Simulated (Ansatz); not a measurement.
Take InN in the wurtzite structure (space group P6_3mc, No. 186; a = 3.5805 Å, c = 5.7878 Å) as the base. Axes: x lies along a and z along c of the hexagonal cell.

(Cell as relaxed with PBE.)

Levels (all Ansatz, an electronic-structure program, PAW): PBE (420 eV, no SOC); PBEsol (420 eV, without spin-orbit coupling).

Each level relaxes its own structure.

| base | PBE | PBEsol |
|---|---|---|
| volume per atom | 16.06 Å³ | 15.48 Å³ |
| lattice parameter a | 3.581 Å | 3.537 Å |
| band gap | zero | zero |

One thing is altered: biaxial strain −0.79 %, plane normal [001], relaxed out of plane (Cartesian); in-plane vectors clamped, the third vector and the atoms free.

```json
[
 {"quantity": "shortest interatomic distance", "PBE": "2.174 Å", "PBEsol": "___"},
 {"quantity": "pressure (mean of the normal stresses, compression positive)", "PBE": "1.3 GPa", "PBEsol": "___"},
 {"quantity": "band gap", "PBE": "zero", "PBEsol": "___"}
]
```

Question: Given the PBE results, estimate those of PBEsol.

Answer: 
- shortest interatomic distance, PBEsol: 2.148 Å
- pressure (mean of the normal stresses, compression positive), PBEsol: 1.4 GPa
- band gap, PBEsol: zero

PBE's shortest interatomic distance lies 0.026 Å above PBEsol's (1.2 %); the two agree on the band gap. Neither level is exact; PBEsol is the comparison here, not a measurement.

A case with no gap was solved on a k-mesh chosen for an insulator, which is coarse for it. No phonon test of stability was made. All final runs are without spin polarisation. A zero or small gap of InN can be the functional's error rather than a property of the material.
